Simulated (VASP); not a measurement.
# Ge7H2 in VASP: notebook, part 2 of 2

VASP 6.6.1. The steps go on from the part before.

**3. Single point, PBE**

File INCAR:

```
SYSTEM = Ge7H2
PREC = Normal
ENCUT = 450
EDIFF = 1E-6
ISMEAR = 0
SIGMA = 0.05
LREAL = Auto
LASPH = .True.
NELM = 80
ALGO = Normal
ISIF = 2
LWAVE = .False.
LCHARG = .False.
LDIPOL = .True.
IDIPOL = 3
DIPOL = 0.5 0.5 0.471
GGA = PE
NBANDS = 224
LVHAR = .True.
LVACPOTAV = .True.
ICORELEVEL = 1
LUSENCCL = .False.
```

File KPOINTS:

```
Automatic mesh
0
Gamma
  4 4 1
  0 0 0
```

File POSCAR:

```
Ge7H2                                   
1.0
    8.1472871600      0.0000000000      0.0000000000
    0.0000000000      8.1472871600      0.0000000000
    0.0000000000      0.0000000000     26.6537950000
  H               Ge            
     8    28
Selective dynamics
Direct
     0.2500000000000000    0.0916564999999991    0.3189039299999976   F   F   F
     0.2500000000000000    0.4083435000000009    0.3189039299999976   F   F   F
     0.2500000000000000    0.5916564999999991    0.3189039299999976   F   F   F
     0.2500000000000000    0.9083435000000009    0.3189039299999976   F   F   F
     0.7500000000000000    0.4083435000000009    0.3189039299999976   F   F   F
     0.7500000000000000    0.0916564999999991    0.3189039299999976   F   F   F
     0.7500000000000000    0.9083435000000009    0.3189039299999976   F   F   F
     0.7500000000000000    0.5916564999999991    0.3189039299999976   F   F   F
     0.2500000000000000    0.2500000000000000    0.3531314000000023   F   F   F
     0.2500000000000000    0.7500000000000000    0.3531314000000023   F   F   F
     0.7500000000000000    0.2500000000000000    0.3531314000000023   F   F   F
     0.7500000000000000    0.7500000000000000    0.3531314000000023   F   F   F
     0.5000000000000000    0.7500000000000000    0.4071668799999983   F   F   F
     0.5000000000000000    0.2500000000000000    0.4071668799999983   F   F   F
     0.0000000000000000    0.7500000000000000    0.4071668799999983   F   F   F
     0.0000000000000000    0.2500000000000000    0.4071668799999983   F   F   F
     0.5000000000000000    0.5000000000000000    0.4612023500000006   F   F   F
     0.5000000000000000    0.0000000000000000    0.4612023500000006   F   F   F
     0.0000000000000000    0.5000000000000000    0.4612023500000006   F   F   F
     0.0000000000000000    0.0000000000000000    0.4612023500000006   F   F   F
     0.7488364117104965    0.0000000000000000    0.5175291915456512   T   T   T
     0.7511635882895035    0.5000000000000000    0.5175291915456512   T   T   T
     0.2486717005470630    0.0000000000000000    0.5125126904335180   T   T   T
     0.2513282994529369    0.5000000000000000    0.5125126904335180   T   T   T
     0.7500000000000000    0.7500000000000000    0.5732418087053105   T   T   T
     0.7500000000000000    0.2500000000000000    0.5732418087053105   T   T   T
     0.2500000000000000    0.7500000000000000    0.5652865602818349   T   T   T
     0.2500000000000000    0.2500000000000000    0.5652865602818349   T   T   T
     0.0096360723703633    0.2328376808132317    0.6249985943061264   T   T   T
     0.0096360723703633    0.7671623191867686    0.6249985943061264   T   T   T
     0.4903639276296367    0.2671623191867682    0.6249985943061264   T   T   T
     0.4903639276296367    0.7328376808132314    0.6249985943061264   T   T   T
     0.0802355368490073    0.0000000000000000    0.6865240279027965   T   T   T
     0.1228059284033748    0.5000000000000000    0.6537141265046479   T   T   T
     0.3771940715966252    0.0000000000000000    0.6537141265046479   T   T   T
     0.4197644631509926    0.5000000000000000    0.6865240279027965   T   T   T
```

Potentials or basis: VASP PAW PBE potentials, release 64 (H, Ge_d).

Started as:

```sh
cat potpaw_PBE.64/H/POTCAR potpaw_PBE.64/Ge_d/POTCAR > POTCAR
mpirun -np 1 vasp_std > vasp.out
```

OUTCAR:

```text
SYSTEM = Ge7H2
   PREC = Normal
   ENCUT = 450
   EDIFF = 1E-6
   ISMEAR = 0
   LREAL = Auto
   LASPH = .True.
   NELM = 80
   ISIF = 2
   GGA = PE

 ion  position               nearest neighbor table
   1  0.250  0.092  0.319-   9 1.58
   2  0.250  0.408  0.319-   9 1.58
   3  0.250  0.592  0.319-  10 1.58
   4  0.250  0.908  0.319-  10 1.58
   5  0.750  0.408  0.319-  11 1.58
   6  0.750  0.092  0.319-  11 1.58
   7  0.750  0.908  0.319-  12 1.58
   8  0.750  0.592  0.319-  12 1.58
   9  0.250  0.250  0.353-   1 1.58   2 1.58  14 2.49  16 2.49
  10  0.250  0.750  0.353-   3 1.58   4 1.58  13 2.49  15 2.49
  11  0.750  0.250  0.353-   5 1.58   6 1.58  14 2.49  16 2.49
  12  0.750  0.750  0.353-   7 1.58   8 1.58  13 2.49  15 2.49
  13  0.500  0.750  0.407-  17 2.49  18 2.49  10 2.49  12 2.49
  14  0.500  0.250  0.407-  17 2.49  18 2.49   9 2.49  11 2.49
[... 16 lines left out ...]
  31  0.490  0.267  0.625-  35 2.48  28 2.53  26 2.53  36 2.57
  32  0.490  0.733  0.625-  35 2.48  27 2.53  25 2.53  36 2.57
  33  0.080  0.000  0.687-  35 2.57  30 2.57  29 2.57
  34  0.123  0.500  0.654-  29 2.48  30 2.48  36 2.57
  35  0.377  0.000  0.654-  31 2.48  32 2.48  33 2.57
  36  0.420  0.500  0.687-  34 2.57  32 2.57  31 2.57

  LATTYP: Found a simple tetragonal cell.
 ALAT       =     8.1472871600
 C/A-ratio  =     3.2714932562

  Lattice vectors:

 A1 = (   8.1472871600,   0.0000000000,   0.0000000000)
 A2 = (   0.0000000000,   8.1472871600,   0.0000000000)
 A3 = (   0.0000000000,   0.0000000000,  26.6537950000)

Analysis of symmetry for initial positions (statically):
=====================================================================
 Subroutine PRICEL returns:
 Original cell was already a primitive cell.

 Routine SETGRP: Setting up the symmetry group for a
 simple tetragonal supercell.

 Subroutine GETGRP returns: Found  4 space group operations
 (whereof  2 operations were pure point group operations)
 out of a pool of 16 trial point group operations.

[... 220 lines left out ...]

 dipolmoment           0.000000      0.000000     -0.006034 electrons x Angstroem

 number of electron     400.0002699 magnetization

 dipolmoment           0.000000      0.000000      0.013011 electrons x Angstroem

 Free energy of the ion-electron system (eV)
  ---------------------------------------------------
  ext. energy  EPLUGINS =         0.00000000
  ---------------------------------------------------
  free energy    TOTEN  =      -147.58332623 eV

  energy without entropy =     -147.58079233  energy(sigma->0) =     -147.58205928

 the core state eigenenergies are
   1-
   2-
   3-
   4-
   5-
   6-
   7-
   8-
   9-  1s -10955.6675  2s  -1367.4993  2p  -1194.3594  3s   -164.4207  3p   -111.5494
[... 51 lines left out ...]
  35-  1s -10956.2355  2s  -1368.0129  2p  -1194.8808  3s   -164.9070  3p   -112.0361

  36-  1s -10955.6003  2s  -1367.3728  2p  -1194.2422  3s   -164.2533  3p   -111.3825

 E-fermi :  -1.2152     XC(G=0):  -4.3679

 val. band max:       -1.2555667809   @ k =   0.5000   0.0000   0.0000
 cond. band min:      -1.1799034849   @ k =   0.0000   0.0000   0.0000
 fundamental gap:      0.0756632960
 Fermi energy:        -1.2151544457

 k-point     1 :       0.0000    0.0000    0.0000
  band No.  band energies     occupation
      1     -25.8835      2.00000
      2     -25.8833      2.00000
      3     -25.8304      2.00000
      4     -25.8300      2.00000
      5     -25.8024      2.00000
      6     -25.8020      2.00000
[... 1924 lines left out ...]
    211       1.7245      0.00000
    212       1.7245      0.00000
 [bands above 212 left out]

------------------------ aborting loop because EDIFF is reached ----------------------------------------

  FORCE on cell =-STRESS in cart. coord.  units (eV):
  Direction    XX          YY          ZZ          XY          YZ          ZX
  --------------------------------------------------------------------------------------
  -------------------------------------------------------------------------------------
  Total       -5.9784931      0.4029411     -4.3015950      0.0000000      0.0000000      0.0000000
  in kB       -5.4139870      0.3648943     -3.8954263      0.0000000      0.0000000      0.0000000
  external PRESSURE =      -2.9815064 kB  Pullay stress =       0.0000000 kB

 VOLUME and BASIS-vectors are now :
 -----------------------------------------------------------------------------
  energy-cutoff  :      450.00
  volume of cell :     1769.23
      direct lattice vectors                 reciprocal lattice vectors
     8.147287160  0.000000000  0.000000000     0.122740242  0.000000000  0.000000000
     0.000000000  8.147287160  0.000000000     0.000000000  0.122740242  0.000000000
     0.000000000  0.000000000 26.653795000     0.000000000  0.000000000  0.037518110

 POSITION                                       TOTAL-FORCE (eV/Angst)
 -----------------------------------------------------------------------------------
      2.03682      0.74675      8.50000         0.001720      0.523455      0.189353
      2.03682      3.32689      8.50000        -0.001720     -0.523455      0.189353
      2.03682      4.82040      8.50000        -0.001720      0.523455      0.189353
      2.03682      7.40054      8.50000         0.001720     -0.523455      0.189353
      6.11047      3.32689      8.50000        -0.005116     -0.533493      0.186316
      6.11047      0.74675      8.50000         0.005116      0.533493      0.186316
[... 28 lines left out ...]
      3.07311      0.00000     17.42396        -0.008117      0.000000      0.016630
      3.41994      4.07364     18.29847         0.017757      0.000000      0.007704
 -----------------------------------------------------------------------------------
    total drift:                                0.000000      0.000000     -0.036176

  FREE ENERGIE OF THE ION-ELECTRON SYSTEM (eV)
  ---------------------------------------------------
  free  energy   TOTEN  =      -147.5833262329 eV

  energy  without entropy=     -147.5807923259  energy(sigma->0) =     -147.58205928

 vacuum level on the upper side and lower side of the slab         3.379         3.344
```

stdout:

```text
Offloading initialized ...    1 GPUs detected
 POSCAR found type information on POSCAR H Ge
 POSCAR found :  2 types and      36 ions
 scaLAPACK will be used selectively (only on CPU)
 LDA part: xc-table for (Slater+PW92), standard interpolation
 POSCAR, INCAR and KPOINTS ok, starting setup
 FFT: planning ... GRIDC
 FFT: planning ... GRID_SOFT
 FFT: planning ... GRID
 WAVECAR not read
 entering main loop
 -----------------------------------------------------------------------------
|                                                                             |
|           W    W    AA    RRRRR   N    N  II  N    N   GGGG   !!!           |
|           W    W   A  A   R    R  NN   N  II  NN   N  G    G  !!!           |
|           W    W  A    A  R    R  N N  N  II  N N  N  G       !!!           |
|           W WW W  AAAAAA  RRRRR   N  N N  II  N  N N  G  GGG   !            |
|           WW  WW  A    A  R   R   N   NN  II  N   NN  G    G                |
|           W    W  A    A  R    R  N    N  II  N    N   GGGG   !!!           |
|                                                                             |
|     Did not find any points to average over, which means that no vacuum     |
|     field-free region was found. Please increase the size of  your cell     |
|     in the dimension of the dipole correction to obtain accurate            |
|     workfunction values.                                                    |
|                                                                             |
 -----------------------------------------------------------------------------
```

Wall time 13 min (1 × NVIDIA H100 80GB with 1 thread of AMD EPYC 7R13 (Zen 3), shared host); peak memory 2.6 GiB.

What came out:

* Free energy: -147.5833 eV
* Largest force: 0.565 eV/Å
* Band gap on the k mesh: 0.08 eV, indirect (least direct gap 0.14 eV)
* Ionisation potential of the upper face: 4.63 eV

Forces on the atoms (eV/Å):
```
H    0.002  0.523  0.189
H   -0.002 -0.523  0.189
H   -0.002  0.523  0.189
H    0.002 -0.523  0.189
H   -0.005 -0.533  0.186
H    0.005  0.533  0.186
H    0.005 -0.533  0.186
H   -0.005  0.533  0.186
Ge   0.000  0.000 -0.097
Ge   0.000  0.000 -0.097
Ge   0.000  0.000 -0.126
Ge   0.000  0.000 -0.126
Ge   0.095 -0.001 -0.186
Ge   0.095  0.001 -0.186
Ge  -0.095  0.001 -0.186
Ge  -0.095 -0.001 -0.186
Ge   0.332  0.000 -0.097
Ge   0.209  0.000 -0.088
Ge  -0.209  0.000 -0.088
Ge  -0.332  0.000 -0.097
Ge   0.005  0.000 -0.022
Ge  -0.005  0.000 -0.022
Ge   0.002  0.000  0.014
Ge  -0.002  0.000  0.014
Ge   0.000  0.000  0.004
Ge   0.000  0.000  0.004
Ge   0.000  0.000 -0.024
Ge   0.000  0.000 -0.024
Ge  -0.004  0.003  0.016
Ge  -0.004 -0.003  0.016
Ge   0.004 -0.003  0.016
Ge   0.004  0.003  0.016
Ge  -0.018  0.000  0.008
Ge   0.008  0.000  0.017
Ge  -0.008  0.000  0.017
Ge   0.018  0.000  0.008
```

Core levels (eV, on the scale of the bands):
```csv
atom,levels
9 Ge,"1s -10955.7, 2s -1367.5, 2p -1194.4, 3s -164.4, 3p -111.5"
10 Ge,"1s -10955.7, 2s -1367.5, 2p -1194.4, 3s -164.4, 3p -111.5"
11 Ge,"1s -10955.6, 2s -1367.4, 2p -1194.3, 3s -164.4, 3p -111.5"
12 Ge,"1s -10955.6, 2s -1367.4, 2p -1194.3, 3s -164.4, 3p -111.5"
13 Ge,"1s -10955.8, 2s -1367.7, 2p -1194.5, 3s -164.6, 3p -111.7"
14 Ge,"1s -10955.8, 2s -1367.7, 2p -1194.5, 3s -164.6, 3p -111.7"
```
